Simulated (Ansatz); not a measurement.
## Worked example: CHF3 + C2H7InO → CH2F2O + C2H6FIn

Species: CHF3 (trifluoromethane) `FC(F)F`, singlet; C2H7InO `C[CH2][InH][OH]`, singlet; CH2F2O `OC(F)F`, singlet; C2H6FIn `C[CH2][InH][F]`, singlet. The partners trade F for OH: C–F and In–OH bonds give way to C–OH and In–F.

Shapes, held fixed at every level: PBE0-D4/def2-TZVP. Flexible molecules stand in one conformer, not always the lowest. Programs: Ansatz 0.2.0. The zero-point and thermal change to 298 K, harmonic and unscaled (PBE0-D4/def2-TZVP), is +2.2 kJ/mol.

At CCSD(T)/def2-TZVPP; 1 Eh = 2625.50 kJ/mol:

| species | energy (Eh) |
| --- | --- |
| CHF3 | -337.866770 |
| C2H7InO | -344.896165 |
| CH2F2O | -313.862338 |
| C2H6FIn | -368.918688 |

Problem. Work out ΔH(298 K) of the reaction at this level.

Solution. 
1. Products less reactants: (-313.862338) + (-368.918688) − [(-337.866770) + (-344.896165)] = -0.018091 Eh = -47.5 kJ/mol.
2. With the thermal change: -47.5 + (+2.2) = -45.3 kJ/mol.

Other levels give -54.4 (BHLYP-D4/def2-TZVPP) to -46.6 kJ/mol (CCSD/def2-TZVPP). No measured value is set beside it here. For atoms past krypton def2 sets carry core potentials with scalar relativity. Outer-core shells of In are correlated in most correlated rows, in sets that cover them unevenly.
